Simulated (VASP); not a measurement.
Here is a VASP 6.6.1 calculation.

The input INCAR:

```
ALGO = Fast
EDIFF = 1E-6
ENCUT = 520
GGA = PE
ISIF = 2
ISMEAR = 0
IVDW = 12
LASPH = True
LCHARG = True
LELF = True
LREAL = False
LVHAR = True
LWAVE = False
NBANDS = 18
NELM = 100
PREC = Accurate
SIGMA = 0.1
```

The input KPOINTS:

```
k-points
0
Gamma
  12 12 8
```

POSCAR

```
Te2Pt
1.0
    4.0520213427      0.0000000000      0.0000000000
   -2.0260106713      3.5091534195      0.0000000000
    0.0000000000      0.0000000000      5.0939376496
Te Pt
2 1
Direct
    0.3333333333      0.6666666667      0.2671490266
    0.6666666667      0.3333333333      0.7328509734
    0.0000000000      0.0000000000      0.0000000000
```

Potentials or basis: VASP PAW PBE potentials, release 64 (Te, Pt).

Run with:

```sh
$ cat potpaw_PBE.64/Te/POTCAR potpaw_PBE.64/Pt/POTCAR > POTCAR
$ mpirun -np 1 vasp_std > vasp.out
```

(1) Estimate the pressure.

(2) What does it give for the dispersion energy per atom?

(3) What does it give for the band gap on the k mesh?

(4) Predict the largest force.

Results:

(1) -0.2 GPa.

(2) -0.566 eV.

(3) none (metal or under the smearing width).

(4) 0.010 eV/Å.

Caveat: pairwise dispersion overbinds metals, which lowers pressure and volume.
